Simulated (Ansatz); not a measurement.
Rocksalt LiF, relaxed with r2SCAN: the symmetry is Fm-3m (No. 225, cubic); conventional cell a = 3.990 Å, 7.94 Å³ an atom. Around Li lie 6 F at 1.99 Å; around F lie 6 Li at 1.99 Å. One-shot G0W0@PBE in the PAW code Ansatz on an 8×8×8 mesh (contour deformation, no spin-orbit coupling), from a PBE gap of 9.348 eV over the mesh points (the G0W0 gap is direct on the mesh); the number N of bands summed and the screening cutoff rise together. No spin polarisation and no zero-point or thermal motion.

```tsv
N	cutoff (eV)	1000/N	G0W0 gap (eV)
41	100	24.390	13.459
92	180	10.870	13.667
```

**Lay a straight line in 1000/N through these rows.** The slope is -0.0154 eV per unit of 1000/N and the intercept 13.834 eV.

**Predict the gap at N = 173 (260 eV).** 13.834 + (-0.0154) × 5.780 = 13.745 eV; the run gives 13.810 eV, +0.065 eV from the line.

**With that run's result added, what limit do the last two rows suggest?** Their slope is (13.810 − 13.667)/(5.780 − 10.870) = -0.0281, which meets 1/N = 0 at 13.97 eV, against 13.834 eV from the first line. The slope steepens, so 1/N isn't yet asymptotic and the true limit probably lies higher still; the k mesh isn't extrapolated.
